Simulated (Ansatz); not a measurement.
# Hg (Hg, alpha-Hg (rhombohedral)): the cost of one run

Program: Ansatz 0.2.0. Level of theory: DFT PBE, plane waves (420 eV) with PAW, scalar-relativistic. These are calculated values, not measurements.

### 1 The starting structure

It takes space group R-3m (No. 166, trigonal). Conventional cell: a = 3.458 Å, b = 3.458 Å, c = 6.684 Å, α = 90.00°, β = 90.00°, γ = 120.00°. Around Hg (site symmetry -3m) lie 6 Hg at 2.99 Å.

Coordinates:

```cif
data_structure
_symmetry_space_group_name_H-M 'R-3m:H'
_symmetry_Int_Tables_number 166
_cell_length_a 3.4580
_cell_length_b 3.4580
_cell_length_c 6.6840
_cell_angle_alpha 90.000
_cell_angle_beta 90.000
_cell_angle_gamma 120.000
_cell_volume 69.22
loop_
_atom_site_label
_atom_site_type_symbol
_atom_site_symmetry_multiplicity
_atom_site_Wyckoff_symbol
_atom_site_fract_x
_atom_site_fract_y
_atom_site_fract_z
_atom_site_occupancy
Hg1 Hg 3 a 0.00000 0.00000 0.00000 1
```

### 2 Relaxing cell and atoms

File input.yaml:

```yaml
crystal:
  lattice:
    - [1.7290008993, 0.9982391346, 2.228]
    - [-1.7290008993, 0.9982391346, 2.228]
    - [0.0, -1.9964782693, 2.228]
  atoms:
    - { symbol: Hg, position: [1.0, 0.0, 0.0] }
hamiltonian:
  xc: pbe
  pseudopotentials:
    kind: paw
    azcp:
      Hg: "pseudopotentials/Hg.paw.azcp"
basis:
  ecutwfc: 420
  fft_grid_basis: typed
kpoints:
  mp_grid: { grid: [11, 11, 11], shift: [0, 0, 0] }
magnetization:
  spin_polarized: false
scf:
  occupations: { method: fermi_dirac, width: 0.1 }
relax:
  max_steps: 60
  f_tol: 0.01
  cell: {}
```

**Question.** How long does this run take on 1 thread of an x86-64 CPU, shared host, and how much memory does it need?

About 81 s, with a peak of 0.55 GiB.
